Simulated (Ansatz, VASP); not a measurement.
## GaSb3: VASP beside Ansatz

File INCAR:

```
SYSTEM = GaSb3
PREC = Accurate
ENCUT = 520
EDIFF = 1E-7
ISMEAR = 0
SIGMA = 0.15
LREAL = .False.
LASPH = .True.
NELM = 60
ALGO = Normal
ISIF = 2
LWAVE = .False.
LCHARG = .True.
GGA = PS
IVDW = 12
LELF = .True.
LVHAR = .True.
NBANDS = 22
```

Contents of KPOINTS:

```
Automatic mesh
0
Gamma
  10 10 10
  0 0 0
```

POSCAR

```
GaSb3
1.0
    0.0000000000      3.5857729617      3.5857729617
    3.5857729617      0.0000000000      3.5857729617
    3.5857729617      3.5857729617      0.0000000000
Ga Sb
1 3
Direct
    0.0000000000      0.0000000000      0.0000000000
    0.2500000000      0.2500000000      0.2500000000
    0.7500000000      0.7500000000      0.7500000000
    0.5000000000      0.5000000000      0.5000000000
```

Input for Ansatz:

```yaml
crystal:
  lattice:
    - [0.0, 3.5857729617, 3.5857729617]
    - [3.5857729617, 0.0, 3.5857729617]
    - [3.5857729617, 3.5857729617, 0.0]
  atoms:
    - { symbol: Ga, position: [0.0, 0.0, 0.0] }
    - { symbol: Sb, position: [0.25, 0.25, 0.25] }
    - { symbol: Sb, position: [0.75, 0.75, 0.75] }
    - { symbol: Sb, position: [0.5, 0.5, 0.5] }
basis:
  ecutwfc: 420
kpoints:
  mp_grid: { grid: [10, 10, 10] }
hamiltonian:
  xc: pbesol
  pseudopotentials: { kind: paw, azcp: { folder: soft_1 } }
  dispersion: d3bj
scf:
  occupations: { method: gaussian, width: 0.15 }
output:
  forces: true
  stress: true
  eigenvalues: true
```

The cell comes from a database or a generator and needn't be the stable form of this composition.

Alike in both runs: task single point; functional PBEsol; dispersion D3(BJ); k mesh 10 × 10 × 10; occupations gaussian, width 0.15 eV; no spin polarisation.

```csv
,VASP,Ansatz
version,VASP 6.6.1,Ansatz 0.2.0
potentials or method,"VASP PAW PBE potentials, release 64 (Ga_d, Sb)","scalar-relativistic, plane waves, PAW"
plane-wave cutoff (eV),520,420
valence electrons in the cell,28,58
```

|  | VASP | Ansatz | Ansatz less VASP |
| --- | --- | --- | --- |
| gap on the k mesh at the Fermi level (eV) | none | none | - |
| pressure (GPa) | 0.1 | 0.1 | -0.07 |

A gap of «none» marks a metal or a gap that the smearing closes. The two sets of potentials don't hold the same shells in valence. Ansatz warned: «pseudo_functional_mismatch».

Caveats: the PAW data sets were made with another functional, which shifts forces and pressure a little (VASP); pairwise dispersion overbinds metals, which lowers pressure and volume. Spin-orbit coupling is left out, which matters for the levels of Sb.
